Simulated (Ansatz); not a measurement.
**Ga (dhcp): energy against volume**

Method: Ansatz 0.2.0, DFT, RPBE, plane waves (420 eV) with PAW, scalar-relativistic. (PAW data from PBE, frozen cores regenerated.)

The cell is scaled uniformly from the relaxed one, with fractional coordinates and shape fixed. Energies are extrapolated to zero smearing, pressures are those at the given smearing. Magnetic state: spin not included.

A Birch-Murnaghan fit gives V₀ = 19.70 Å³/atom, B₀ = 43 GPa, B₀′ = 4.8.

Problem. What are the energy above the minimum and the pressure at 17.332 Å³/atom?

Solution. 48.8 meV/atom and 7.52 GPa as computed.

Problem. What are the energy above the minimum and the pressure at 18.908 Å³/atom?

Solution. 4.6 meV/atom and 1.98 GPa as computed.

Problem. What are the energy above the minimum and the pressure at 22.059 Å³/atom?

Solution. 30.5 meV/atom and -3.65 GPa as computed.
